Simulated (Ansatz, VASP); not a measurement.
# Two plane-wave programs on TiH2

```xyz
3
Lattice="-1.5975 1.5975 2.0868 1.5975 -1.5975 2.0868 1.5975 1.5975 -2.0868" Properties=species:S:1:pos:R:3 pbc="T T T"
Ti    0.0000    0.0000    0.0000
H     0.0000    1.5975    1.0434
H     1.5975    0.0000    1.0434
```

Alike in both runs: functional r2SCAN; k mesh 18 × 18 × 18; occupations gaussian, width 0.1 eV; no spin polarisation.

Ansatz relaxed the structure, and its values are those at the end. VASP's run is a single point on that final structure, the one shown.

```csv
,VASP,Ansatz
version,VASP 6.6.1,Ansatz 0.2.0
potentials or method,"VASP PAW PBE potentials, release 64 (Ti_sv, H)","scalar-relativistic, plane waves, PAW"
plane-wave cutoff (eV),520,500
valence electrons in the cell,14,14
```

Ansatz gave:

| Item | Value |
| --- | --- |
| gap on the k mesh at the Fermi level (eV) | none |
| pressure (GPa) | 0.0 |

**Question.** Estimate VASP's values.

**Answer.** gap on the k mesh at the Fermi level (eV): none; pressure (GPa): 0.5.

A gap of «none» marks a metal or a gap that the smearing closes.

Caveats: the PAW data sets were made with another functional, which shifts forces and pressure a little (VASP).
